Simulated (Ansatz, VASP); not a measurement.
# BAs: VASP beside Ansatz

```
As B
1.0
     0.00000    2.43535    2.43535
     2.43535    0.00000    2.43535
     2.43535    2.43535    0.00000
As B
1 1
Direct
  0.75000 0.75000 0.75000
  0.00000 0.00000 0.00000
```

Change from the starting cell: volume scaled by 1.06.

Alike in both runs: task single point; functional r2SCAN; k mesh 10 × 10 × 10; occupations fermi-dirac, width 0.05 eV; no spin polarisation.

|  | VASP | Ansatz |
| --- | --- | --- |
| version | VASP 6.6.1 | Ansatz 0.2.0 |
| potentials or method | VASP PAW PBE potentials, release 64 (As, B) | Ansatz PAW |
| plane-wave cutoff (eV) | 520 | 500 |
| valence electrons in the cell | 8 | 18 |

```tsv
	VASP	Ansatz	Ansatz less VASP
gap on the k mesh at the Fermi level (eV)	1.43	1.43	-0.002
least direct gap on the mesh (eV)	3.38	3.38	-0.004
pressure (GPa)	-6.7	-6.8	-0.14
```

The functional is the same, so the differences come from potentials, cutoffs and numerics. The two sets of potentials don't hold the same shells in valence.

Caveats: the PAW data sets were made with another functional, which shifts forces and pressure a little (VASP); the PAW data sets come from PBE, with cores solved anew for the run's functional, which leaves a small shift of forces and pressure (Ansatz). A k mesh can miss the band edges.
